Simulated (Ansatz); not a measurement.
Crystal: SnSe.

```xyz
8
Lattice="11.4200 0.0000 0.0000 0.0000 4.1900 0.0000 0.0000 0.0000 4.4600" Properties=species:S:1:pos:R:3 pbc="T T T"
Sn   10.0153    3.1425    4.0541
Sn    7.1147    1.0475    1.8241
Sn    4.3053    3.1425    2.6359
Sn    1.4047    1.0475    0.4059
Se    7.3431    3.1425    4.3886
Se    9.7869    1.0475    2.1586
Se    1.6331    3.1425    2.3014
Se    4.0769    1.0475    0.0714
```

* Program: Ansatz 0.2.0
* Task: relaxation of cell and atoms
* Functional: rPW86-PBE
* Dispersion: rVV10
* Potentials or basis: Ansatz PAW
* Cutoff: 420 eV (not typed: the program's choice for these potentials)
* k mesh: 3 × 6 × 6
* Occupations: fermi-dirac, width 0.05 eV
* Spin: no spin polarisation

At the start: volume 26.68 Å³/atom.

Problem. How do energy, volume and symmetry change on relaxing?

Solution. It ends after 7 steps and the volume is 28.78 Å³/atom (+7.9 %); space group Pnma (No. 62, to 0.05 Å).

The path:
```tsv
step	energy change (eV)	largest force (eV/Å)	volume (Å³)
1	0.0000	0.4404	213.41
2	-0.1612	0.1826	237.30
3	-0.2016	0.0824	232.33
4	-0.2080	0.0357	229.56
5	-0.2101	0.0106	230.22
6	-0.2103	0.0083	230.26
7	-0.2130	0.0087	230.26
```

Final structure:
```
CELL_PARAMETERS angstrom
11.87798 0.00000 0.00000
0.00000 4.24878 0.00000
0.00000 0.00000 4.56256
ATOMIC_POSITIONS crystal
Sn 0.87835 0.75000 0.88121
Sn 0.62165 0.25000 0.38121
Sn 0.37835 0.75000 0.61879
Sn 0.12165 0.25000 0.11879
Se 0.64356 0.75000 0.96856
Se 0.85644 0.25000 0.46856
Se 0.14356 0.75000 0.53144
Se 0.35644 0.25000 0.03144
```

Caveat: the plane-wave basis is chosen anew once the cell has moved, so the energies of steps on either side of that aren't comparable; the PAW data sets come from PBE, with cores solved anew for the run's functional, which leaves a small shift of forces and pressure.
